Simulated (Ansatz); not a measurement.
## ZrB2, space group P6/mmm: a cleavage or sliding curve, step by step

Computed with Ansatz 0.2.0 through its Python package.

Notebook, run cell by cell (the value of a cell's last expression is shown):

```python
import ansatz as az
import numpy as np
```

```python
FUNCTIONAL = 'pbe'
VDW = 'd3bj'
CUTOFF_EV = 470
OCCUPATIONS = 'Fermi-Dirac'
N_EMPTY = 8
MESH = (6, 6, 3)
```

```python
VECTORS = np.array([
    [3.17, 0.0, 0.0],
    [-1.585, 2.74530053, 0.0],
    [0.0, 0.0, 3.533],
])
SITES = [
    ('Zr', [0.0, 0.0, 0.0]),
    ('B', [1 / 3, 2 / 3, 0.5]),
    ('B', [2 / 3, 1 / 3, 0.5]),
]
```

```python
def build(cell):
    crystal = az.Crystal(lattice=az.Lattice.of(cell))
    for symbol, position in SITES:
        crystal = crystal.atom(symbol, position)
    return crystal

block = build(VECTORS).supercell(1, 1, 2).resolved()
cell0 = np.array(block.lattice.vectors)
xyz = np.array([site.position for site in block.sites]) @ cell0
normal = np.cross(cell0[0], cell0[1])
area = np.linalg.norm(normal)
normal *= np.sign(normal @ cell0[2]) / area
energies = []
for amount in [0, 0.5, 1.0, 2.0, 4.0]:
    cell = cell0.copy()
    cell[2] += amount * normal
    moved = az.Crystal(lattice=az.Lattice.of(cell))
    for site, fraction in zip(block.sites, xyz @ np.linalg.inv(cell)):
        moved = moved.atom(site.symbol, fraction)
    calc = moved.calculation()
    calc = calc.functional(FUNCTIONAL, dispersion=VDW)
    calc = calc.basis(CUTOFF_EV).accuracy('low')
    calc = calc.occupations(OCCUPATIONS, width=200 * az.meV)
    calc = calc.scf(extra_bands=N_EMPTY).kpoints(*MESH)
    energies.append(calc.run(threads=1).report['free_energy_ev'])
    print(f'gap {amount:4.2f} A: {(energies[-1] - energies[0]) / area * 16.02177:8.4f} J/m^2')
```

    gap 0.00 A:   0.0000 J/m^2
    gap 0.50 A:   1.6548 J/m^2
    gap 1.00 A:   4.0522 J/m^2
    gap 2.00 A:   7.2321 J/m^2
    gap 4.00 A:   8.5786 J/m^2

These settings explore the input space; cutoff and mesh may be short of convergence. Spin is left out of this run. Dispersion corrections can be off by several per cent in the lattices of metals, and by several GPa in the pressure at a fixed cell. The starting cell is as deposited in a crystallographic database; the results hold for this polymorph, which needn't be the stable one. Gaps and levels are Kohn-Sham values on a finite set of k-points, without spin-orbit coupling. The atoms are held rigidly, so these energies lie above those of relaxed faces or faults. Hardware and time: 10 s on 1 thread of Intel(R) Xeon(R) Platinum 8488C (Sapphire Rapids), with other jobs on the host, peak memory 0.42 GiB.

(Lines on the test bed's own set-up are left out of the output.)
